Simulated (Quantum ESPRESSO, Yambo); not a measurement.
An input for Yambo 5.3.0 (CdSe (F-43m)):

```
optics
bss
bse
em1s
dipoles
rim_cut
RandQpts= 1000000
RandGvec= 1 RL
Chimod= "HARTREE"
BSKmod= "SEX"
BSEmod= "resonant"
BSSmod= "d"
BSENGexx= 20 Ry
BSENGBlk= 4 Ry
% BSEQptR
 1 | 1 |
%
% BSEBands
 20 | 23 |
%
% BEnRange
 0 | 3 | eV
%
% BDmRange
 0.1 | 0.1 | eV
%
BEnSteps= 61
% BLongDir
 1 | 0 | 0 |
%
% BndsRnXs
 14 | 34 |
%
NGsBlkXs= 4 Ry
% LongDrXs
 1 | 1 | 1 |
%
% KfnQP_E
 0.644 | 1.0 | 1.0 |
%
WRbsWF
FFTGvecs= 47 Ry
```

```sh
OMP_NUM_THREADS=1 mpirun -n 4 yambo -F bse6.in -J bse6 -C bse6 > bse6.log
```

The stored states that it reads are on a 6×6×6 mesh. It takes space group F-43m (No. 216, cubic). The conventional cell has a = 6.050 Å, b = 6.050 Å, c = 6.050 Å, α = 90.00°, β = 90.00°, γ = 90.00°. Nearest to Cd lie 4 Se at 2.62 Å. Se has 4 Cd at 2.62 Å nearest. Farther neighbours and most contacts between anions are not listed.

How long will it take on 4 MPI ranks of Arm Neoverse V1, shared host, and how much memory?

It took 17 s; on shared hardware allow 8.6 s to 34 s. Peak host memory was 1.1 GiB.

The kernel grows as the square of the matrix size, and full diagonalisation as its cube.

[Paths, hosts, dates, memory and timing lines, banners, echoed tables and standing remarks are left out of the program output.]

[Logs are printed without paths, hosts, clocks, repeated set-up lines and the standing remarks that a program may print on its own settings, such as how far it seeks lower states.]

[Runs of the session that timed out or met a known fault of the program may be left out.]

[Hosts, paths, dates, database ids (printed as entryN), source tags and the programs' standing remarks are cut or masked in the printed files.]
